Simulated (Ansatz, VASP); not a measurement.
## H: VASP beside Ansatz

Contents of POSCAR:

```
H
1.0
   -1.6915344700      1.6915344700      2.0584739900
    1.6915344700     -1.6915344700      2.0584739900
    1.6915344700      1.6915344700     -2.0584739900
H
2
Direct
    0.9098622900      0.9098622900      0.0000000000
    0.0901377100      0.0901377100      0.0000000000
```

INCAR.step1

```
SYSTEM = H
PREC = Accurate
ENCUT = 520
ISMEAR = 0
SIGMA = 0.05
LREAL = .FALSE.
LASPH = .TRUE.
NELM = 80
NBANDS = 8
GGA = PE
ALGO = Normal
EDIFF = 1E-4
LWAVE = .TRUE.
LCHARG = .FALSE.
```

Contents of INCAR.step2:

```
SYSTEM = H
PREC = Accurate
ENCUT = 520
EDIFF = 1E-6
ISMEAR = 0
SIGMA = 0.05
LREAL = .FALSE.
LASPH = .TRUE.
NELM = 80
ALGO = Normal
ISIF = 2
LWAVE = .FALSE.
LCHARG = .TRUE.
METAGGA = R2SCAN
LMIXTAU = .TRUE.
LELF = .TRUE.
LVHAR = .TRUE.
NBANDS = 8
ISTART = 1
```

KPOINTS

```
regular mesh
0
G
  10 10 10
  0 0 0
```

Input for Ansatz:

```yaml
crystal:
  lattice:
    - [-1.69153447, 1.69153447, 2.05847399]
    - [1.69153447, -1.69153447, 2.05847399]
    - [1.69153447, 1.69153447, -2.05847399]
  atoms:
    - { symbol: H, position: [0.90986229, 0.90986229, 0.0] }
    - { symbol: H, position: [0.09013771, 0.09013771, 0.0] }
basis:
  ecutwfc: 500
kpoints:
  mp_grid: { grid: [10, 10, 10] }
hamiltonian:
  xc: r2scan
scf:
  occupations: { method: gaussian, width: 0.05 }
output:
  forces: true
  stress: true
  eigenvalues: true
```

Alike in both runs: task single point; functional r2SCAN; k mesh 10 × 10 × 10; occupations gaussian, width 0.05 eV; no spin polarisation.

|  | VASP | Ansatz |
| --- | --- | --- |
| version | VASP 6.6.1 | Ansatz 0.2.0 |
| potentials or method | VASP PAW PBE potentials, release 64 (H) | scalar-relativistic, plane waves, PAW |
| plane-wave cutoff (eV) | 520 | 500 |
| valence electrons in the cell | 2 | 2 |

```tsv
	VASP	Ansatz	Ansatz less VASP
gap on the k mesh at the Fermi level (eV)	9.66	9.65	-0.010
least direct gap on the mesh (eV)	10.48	10.47	-0.011
pressure (GPa)	0.0	0.2	+0.21
rms of the force components (eV/Å)	0.002	0.005	+0.0029
```

Atom by atom the forces differ by 0.003 eV/Å (rms over components).

Caveats: the PAW data sets were made with another functional, which shifts forces and pressure a little (VASP). r2SCAN opens gaps a little over a GGA but as a rule still falls short of measured ones. A k mesh can miss the band edges.
